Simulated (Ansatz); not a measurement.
**Ru: equation of state with PBEsol+D3(BJ)**

The system is Ru.

```xyz
2
Lattice="2.7058 0.0000 0.0000 -1.3529 2.3433 0.0000 0.0000 0.0000 4.2819" Properties=species:S:1:pos:R:3 pbc="T T T"
Ru    1.3529    0.7811    3.2114
Ru    0.0000    1.5622    1.0705
```

| Item | Value |
| --- | --- |
| Program | Ansatz 0.2.0 |
| Task | equation of state |
| Functional | PBEsol |
| Dispersion | D3(BJ) |
| Potentials or basis | Ansatz PAW |
| Cutoff | 420 eV |
| Density cutoff | 1680 eV |
| k mesh | 11 × 11 × 6 |
| Occupations | fermi-dirac, width 0.05 eV |
| Spin | no spin polarisation |

```json
{
 "Equilibrium volume": "13.05 Å³/atom",
 "Bulk modulus at fixed shape and positions": "368 GPa",
 "Pressure derivative of the bulk modulus": "4.8"
}
```

Energy against volume, from the lowest point:
```
volume (Å³/atom)  energy (meV/atom)
          12.760               7.48
          13.032               0.00
          13.303               5.58
          13.575              22.74
          13.846              50.17
          14.118              86.69
          14.389             131.25
```

All runs of the series together: 7.6 s on 2 threads of Arm Neoverse V1, on a shared host.

Caveat: the cell was scaled at fixed shape and fractional positions, which overstates the stiffness of a crystal with free parameters, most of all of layers and chains.
